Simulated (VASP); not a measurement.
# I (Im-3m) in VASP: notebook

One crystal, I, is run at these levels: PBE; tasks: single point.

All numbers are computed with VASP 6.6.1; they aren't measurements. Logs are shortened: lines on timing, memory, paths and dates and some standing lists are left out, and cuts for length are marked.

**1. The crystal as given**

It takes space group Im-3m (No. 229, cubic). The conventional cell has a = 4.179 Å, b = 4.179 Å, c = 4.179 Å, α = 90.00°, β = 90.00°, γ = 90.00°. I (site symmetry m-3m) has 8 I at 3.62 Å as nearest neighbours.

The real solid is made of molecules; this cell is a model form.

**2. Single point, PBE**

INCAR reads:

```
PREC     = Accurate       # precision mode
ENCUT    = 350            # plane-wave cutoff, eV
EDIFF    = 1E-6           # SCF threshold, eV
ISMEAR   = 0              # smearing method
SIGMA    = 0.02           # smearing width, eV
LREAL    = F              # projectors in reciprocal space
LASPH    = T              # aspherical terms in the spheres
NELM     = 80             # most SCF steps
ALGO     = Fast           # electronic algorithm
ISIF     = 2              # what is computed and relaxed
LWAVE    = F              # write WAVECAR
LCHARG   = F              # write CHGCAR
GGA      = PE             # functional
```

KPOINTS reads:

```
regular mesh
0
Gamma
  4 4 4
```

POSCAR reads:

```
I
1.0
   -2.0893754423      2.0893754423      2.0893754423
    2.0893754423     -2.0893754423      2.0893754423
    2.0893754423      2.0893754423     -2.0893754423
I
1
Direct
    0.0000000000      0.0000000000      0.0000000000
```

Potentials or basis: VASP PAW PBE potentials, release 64 (I_GW).

Launch:

```
$ cat potpaw_PBE.64/I_GW/POTCAR > POTCAR
$ mpirun -np 1 vasp_std > vasp.out
```

OUTCAR:

```text
PREC = Accurate
   ENCUT = 350
   EDIFF = 1E-6
   ISMEAR = 0
   LREAL = F
   LASPH = T
   NELM = 80
   ISIF = 2
   GGA = PE

 ion  position               nearest neighbor table
   1  0.000  0.000  0.000-

  LATTYP: Found a body centered cubic cell.
 ALAT       =     4.1787508846

  Lattice vectors:

 A1 = (  -2.0893754423,   2.0893754423,   2.0893754423)
 A2 = (   2.0893754423,  -2.0893754423,   2.0893754423)
 A3 = (   2.0893754423,   2.0893754423,  -2.0893754423)

Analysis of symmetry for initial positions (statically):
=====================================================================
 Subroutine PRICEL returns:
 Original cell was already a primitive cell.

 Routine SETGRP: Setting up the symmetry group for a
 body centered cubic supercell.

 Subroutine GETGRP returns: Found 48 space group operations
 (whereof 48 operations were pure point group operations)
 out of a pool of 48 trial point group operations.

The static configuration has the point symmetry O_h .

Analysis of symmetry for dynamics (positions and initial velocities):
=====================================================================
 Subroutine PRICEL returns:
 Original cell was already a primitive cell.

 Routine SETGRP: Setting up the symmetry group for a
 body centered cubic supercell.

 Subroutine GETGRP returns: Found 48 space group operations
 (whereof 48 operations were pure point group operations)
 out of a pool of 48 trial point group operations.

The dynamic configuration has the point symmetry O_h .

 Subroutine INISYM returns: Found 48 space group operations
 (whereof 48 operations are pure point group operations),
 and found     1 'primitive' translations

----------------------------------------------------------------------------------------

                                     Primitive cell

  volume of cell :      36.4846

  direct lattice vectors                    reciprocal lattice vectors
    -2.089375442  2.089375442  2.089375442     0.000000000  0.239305962  0.239305962
     2.089375442 -2.089375442  2.089375442     0.239305962  0.000000000  0.239305962
     2.089375442  2.089375442 -2.089375442     0.239305962  0.239305962  0.000000000

  length of vectors
     3.618904422  3.618904422  3.618904422     0.338429737  0.338429737  0.338429737

  position of ions in fractional coordinates (direct lattice)
     0.000000000  0.000000000  0.000000000

  ion indices of the primitive-cell ions
   primitive index   ion index
                 1           1

----------------------------------------------------------------------------------------

 KPOINTS: regular mesh

Automatic generation of k-mesh.
 Grid dimensions read from file:
 generate k-points for:    4    4    4

 Generating k-lattice:

  Cartesian coordinates                     Fractional coordinates (reciprocal lattice)
     0.000000000  0.059826490  0.059826490     0.250000000  0.000000000  0.000000000
     0.059826490  0.000000000  0.059826490     0.000000000  0.250000000  0.000000000
     0.059826490  0.059826490  0.000000000     0.000000000  0.000000000  0.250000000

  Length of vectors
     0.084607434  0.084607434  0.084607434

  Shift w.r.t. Gamma in fractional coordinates (k-lattice)
     0.000000000  0.000000000  0.000000000

 Subroutine IBZKPT returns following result:
 ===========================================

 Found      8 irreducible k-points:

 Following reciprocal coordinates:
            Coordinates               Weight
  0.000000  0.000000  0.000000      1.000000
  0.250000  0.000000  0.000000     12.000000
  0.500000  0.000000  0.000000      6.000000
  0.250000  0.250000  0.000000     24.000000
  0.250000  0.250000  0.250000      2.000000
 -0.250000  0.250000  0.250000      6.000000
  0.500000  0.500000  0.250000     12.000000
  0.500000  0.500000  0.500000      1.000000
   k-points           NKPTS =      8   k-points in BZ     NKDIM =      8   number of bands    NBANDS=      7
   number of dos      NEDOS =    301   number of ions     NIONS =      1
   total plane-waves  NPLWV =  13824
   dimension x,y,z NGX =    24 NGY =   24 NGZ =   24
   dimension x,y,z NGXF=    48 NGYF=   48 NGZF=   48
   ions per type =               1
   NGX,Y,Z   is equivalent  to a cutoff of  11.03, 11.03, 11.03 a.u.
   NGXF,Y,Z  is equivalent  to a cutoff of  22.05, 22.05, 22.05 a.u.
 SYSTEM =  unknown system
   PREC   = accura    normal or accurate (medium, high low for compatibility)
   ISTART =      0    job   : 0-new  1-cont  2-samecut
   ICHARG =      2    charge: 1-file 2-atom 10-const
   ISPIN  =      1    spin polarized calculation?
   LNONCOLLINEAR =      F non collinear calculations
   LSORBIT =      F    spin-orbit coupling
   LASPH  =      T    aspherical Exc in radial PAW
   ENCUT  =  350.0 eV  25.72 Ry    5.07 a.u.   5.52  5.52  5.52*2*pi/ulx,y,z
   NELM   =     80;   NELMIN=  2; NELMDL= -5     # of ELM steps
   EDIFF  = 0.1E-05   stopping-criterion for ELM
   LREAL  =      F    real-space projection
   EDIFFG = 0.1E-04   stopping-criterion for IOM
   NSW    =      0    number of steps for IOM
   IBRION =     -1    ionic relax: 0-MD 1-quasi-New 2-CG
   NFREE  =      0    steps in history (QN), initial steepest desc. (CG)
   ISIF   =      2    stress and relaxation
   ISYM   =      2    0-nonsym 1-usesym 2-fastsym
   POTIM  = 0.5000    time-step for ionic-motion
   TEBEG  =    0.0;   TEEND  =   0.0 temperature during run
   PSTRESS=    0.0 pullay stress
   NELECT =       7.0000    total number of electrons
   NUPDOWN=      -1.0000    fix difference up-down
   EMIN   =  10.00;   EMAX   =-10.00  energy-range for DOS
   EFERMI =   0.00;   METHOD = LEGACY
   ISMEAR =     0;   SIGMA  =   0.02  broadening in eV -4-tet -1-fermi 0-gaus
   EFERMI_NEDOS =   21; number of points for ismear=-14 and -15
   IALGO  =     68    algorithm
   IMIX   =      4    mixing-type and parameters
     AMIX     =   0.40;   BMIX     =  1.00
     AMIX_MAG =   1.60;   BMIX_MAG =  1.00
  volume/ion in A,a.u.               =      36.48       246.21
  Fermi-wavevector in a.u.,A,eV,Ry     =   0.944215  1.784308 12.130172  0.891543
  Thomas-Fermi vector in A             =   2.071998
   LORBIT       =      0    0 simple, 1 ext, 2 COOP (PROOUT), +10 PAW based schemes
   GGA     = PE    functional components
   LHFCALC =     F    Hartree Fock is set to
   AEXX    =    0.0000 exact exchange contribution
   IVDW    =     0    specifies the selected vdW correction
   LEPSILON=     F    determine dielectric tensor
   LRPA    =     F    only Hartree local field effects (RPA)
 non-spin polarized calculation
 RMM-DIIS sequential band-by-band and
 Gauss-broadening in eV      SIGMA  =   0.02
  energy-cutoff  :      350.00
  volume of cell :       36.48
 maximum number of plane-waves:       555
 NGX is ok and might be reduce to    24
   NGX = 11   NGY = 11   NGZ = 11

 number of electron       6.9999996 magnetization

 Free energy of the ion-electron system (eV)
  ---------------------------------------------------
  ext. energy  EPLUGINS =         0.00000000
  ---------------------------------------------------
  free energy    TOTEN  =        -1.13681061 eV

  energy without entropy =       -1.13260229  energy(sigma->0) =       -1.13470645

 E-fermi :   4.1193     XC(G=0):  -8.9148

 val. band max:        4.1178306847   @ k =   0.2500   0.2500   0.0000
 cond. band min:       4.5844974670   @ k =   0.5000   0.0000   0.0000
 fundamental gap:      0.4666667823
 Fermi energy:         4.1193104252

 k-point     1 :       0.0000    0.0000    0.0000
  band No.  band energies     occupation
      1      -9.1828      2.00000
      2       4.8905      0.00000
      3       4.8905      0.00000
      4       4.8905      0.00000
      5      10.9093      0.00000
      6      14.0175      0.00000
      7      14.0175      0.00000

 k-point     2 :       0.2500    0.0000    0.0000
  band No.  band energies     occupation
      1      -8.5905      2.00000
      2       1.9944      2.00000
      3       4.0030      2.00000
      4       4.7422      0.00000
      5      11.1082      0.00000
      6      12.2723      0.00000
      7      14.5770      0.00000

 k-point     3 :       0.5000    0.0000    0.0000
  band No.  band energies     occupation
      1      -7.8111      2.00000
      2      -0.2001      2.00000
      3       3.3215      2.00000
      4       4.5845      0.00000
      5       9.8957      0.00000
      6      11.3798      0.00000
      7      16.9134      0.00000

 k-point     4 :       0.2500    0.2500    0.0000
  band No.  band energies     occupation
      1      -7.8338      2.00000
      2       0.5802      2.00000
      3       2.2105      2.00000
      4       4.1178      1.08333
      5      11.2879      0.00000
      6      12.7187      0.00000
      7      15.0783      0.00000

 k-point     5 :       0.2500    0.2500    0.2500
  band No.  band energies     occupation
      1      -7.6180      2.00000
      2       1.5864      2.00000
      3       1.5864      2.00000
      4       1.5864      2.00000
      5      14.7714      0.00000
      6      14.7714      0.00000
      7      14.7714      0.00000

 k-point     6 :      -0.2500    0.2500    0.2500
  band No.  band energies     occupation
      1      -8.0644      2.00000
      2       1.8511      2.00000
      3       3.0354      2.00000
      4       3.0354      2.00000
      5      10.7053      0.00000
      6      13.7448      0.00000
      7      14.6955      0.00000

 k-point     7 :       0.5000    0.5000    0.2500
  band No.  band energies     occupation
      1      -7.4023      2.00000
      2       0.5371      2.00000
      3       2.3169      2.00000
      4       2.8479      2.00000
      5      10.3147      0.00000
      6      11.6875      0.00000
      7      14.3539      0.00000

 k-point     8 :       0.5000    0.5000    0.5000
  band No.  band energies     occupation
      1      -6.9207      2.00000
      2       1.5813      2.00000
      3       1.5813      2.00000
      4       1.5813      2.00000
      5       8.7045      0.00000
      6       8.7045      0.00000
      7      20.1476      0.00000

------------------------ aborting loop because EDIFF is reached ----------------------------------------

  FORCE on cell =-STRESS in cart. coord.  units (eV):
  Direction    XX          YY          ZZ          XY          YZ          ZX
  --------------------------------------------------------------------------------------
  -------------------------------------------------------------------------------------
  Total       -0.1481986     -0.1481986     -0.1481986     -0.0000000     -0.0000000     -0.0000000
  in kB       -6.5079641     -6.5079641     -6.5079641     -0.0000000     -0.0000000     -0.0000000
  external PRESSURE =      -6.5079641 kB  Pullay stress =       0.0000000 kB

 VOLUME and BASIS-vectors are now :
 -----------------------------------------------------------------------------
  energy-cutoff  :      350.00
  volume of cell :       36.48
      direct lattice vectors                 reciprocal lattice vectors
    -2.089375442  2.089375442  2.089375442     0.000000000  0.239305962  0.239305962
     2.089375442 -2.089375442  2.089375442     0.239305962  0.000000000  0.239305962
     2.089375442  2.089375442 -2.089375442     0.239305962  0.239305962  0.000000000

 POSITION                                       TOTAL-FORCE (eV/Angst)
 -----------------------------------------------------------------------------------
      0.00000      0.00000      0.00000        -0.000000      0.000000     -0.000000
 -----------------------------------------------------------------------------------
    total drift:                               -0.000000     -0.000000     -0.000000

  FREE ENERGIE OF THE ION-ELECTRON SYSTEM (eV)
  ---------------------------------------------------
  free  energy   TOTEN  =        -1.1368106096 eV

  energy  without entropy=       -1.1326022875  energy(sigma->0) =       -1.13470645
```

Run time: 1.4 s. Hardware: 1 thread of AMD EPYC 9R45 (Zen 5), shared host; peak memory 0.1 GiB.

What came out:

| Item | Value |
| --- | --- |
| Free energy | -1.1368 eV |
| Pressure | -0.7 GPa |
| Band gap on the k mesh | none (metal or under the smearing width) |

Levels at points of the mesh, in eV from the Fermi level:
```tsv
k point	band 1	band 2	band 3	band 4	band 5	band 6	band 7
(0.00, 0.00, 0.00)	-13.30	0.77	0.77	0.77	6.79	9.90	9.90
(0.50, 0.00, 0.00)	-11.93	-4.32	-0.80	0.47	5.78	7.26	12.79
(0.50, 0.50, 0.50)	-11.04	-2.54	-2.54	-2.54	4.59	4.59	16.03
```

Caveat: the k mesh is coarse (spacing up to 0.53 Å⁻¹), so the values aren't converged; an odd number of electrons without spin polarisation forces a metal; a magnetic or distorted state may lie lower. Spin-orbit coupling is left out, which matters for the levels of I.

**3. Single point, PBE**

INCAR reads:

```
SYSTEM = I
PREC = Accurate
ENCUT = 450
EDIFF = 1E-6
ISMEAR = 0
SIGMA = 0.02
LREAL = .False.
LASPH = .True.
NELM = 100
ALGO = Normal
ISIF = 2
LWAVE = .False.
LCHARG = .False.
GGA = PE
NBANDS = 10
```

KPOINTS reads:

```
Automatic mesh
0
Gamma
  4 4 4
  0 0 0
```

POSCAR is that of step 2.

Potentials or basis: VASP PAW PBE potentials, release 64 (I_GW).

Launch:

```
$ cat potpaw_PBE.64/I_GW/POTCAR > POTCAR
$ mpirun -np 1 vasp_std > vasp.out
```

It took 2.4 s on 1 thread of Intel Xeon 6975P-C (Granite Rapids), shared host; peak memory 0.15 GiB.

Results (log left out):

```
Free energy            : -1.1367 eV
Pressure               : -0.6 GPa
Band gap on the k mesh : none (metal or under the smearing width)
```

Levels at points of the mesh, in eV from the Fermi level:
```
           k point  band 2  band 3  band 4  band 5  band 6  band 7
(0.00, 0.00, 0.00)    0.77    0.77    0.77    6.79    9.90    9.90
(0.50, 0.00, 0.00)   -4.32   -0.80    0.47    5.78    7.26   12.79
(0.50, 0.50, 0.50)   -2.54   -2.54   -2.54    4.58    4.58   16.03
```

Caveat: the k mesh is coarse (spacing up to 0.53 Å⁻¹), so the values aren't converged; an odd number of electrons without spin polarisation forces a metal; a magnetic or distorted state may lie lower.

**4. Single point, PBE**

INCAR reads:

```
ALGO     = Normal         # electronic algorithm
EDIFF    = 1E-6           # SCF threshold, eV
ENCUT    = 450            # plane-wave cutoff, eV
GGA      = PE             # functional
ISIF     = 2              # what is computed and relaxed
ISMEAR   = 0              # smearing method
LASPH    = T              # aspherical terms in the spheres
LCHARG   = F              # write CHGCAR
LREAL    = F              # projectors in reciprocal space
LWAVE    = F              # write WAVECAR
NBANDS   = 10             # bands
NELM     = 100            # most SCF steps
PREC     = Accurate       # precision mode
SIGMA    = 0.02           # smearing width, eV
```

KPOINTS reads:

```
k-points
0
Gamma
  5 5 5
```

POSCAR is that of step 3.

Launch:

```
$ cat potpaw_PBE.64/I_GW/POTCAR > POTCAR
$ mpirun -np 1 vasp_std > vasp.out
```

Run time: 4 s. Hardware: 1 thread of Intel Xeon Platinum 8259CL at 2.50GHz (Skylake/Cascade Lake), shared host; peak memory 0.15 GiB.

The run converged. Its results:

```
Free energy            : -1.1201 eV
Pressure               : -1.0 GPa
Band gap on the k mesh : none (metal or under the smearing width)
```

Levels at points of the mesh, in eV from the Fermi level:
```csv
k point,band 2,band 3,band 4,band 5,band 6,band 7
"(0.00, 0.00, 0.00)",0.67,0.67,0.67,6.68,9.80,9.80
```

Caveat: the k mesh is coarse (spacing up to 0.43 Å⁻¹), so the values aren't converged; an odd number of electrons without spin polarisation forces a metal; a magnetic or distorted state may lie lower.

(Continued in part 2 of 2.)
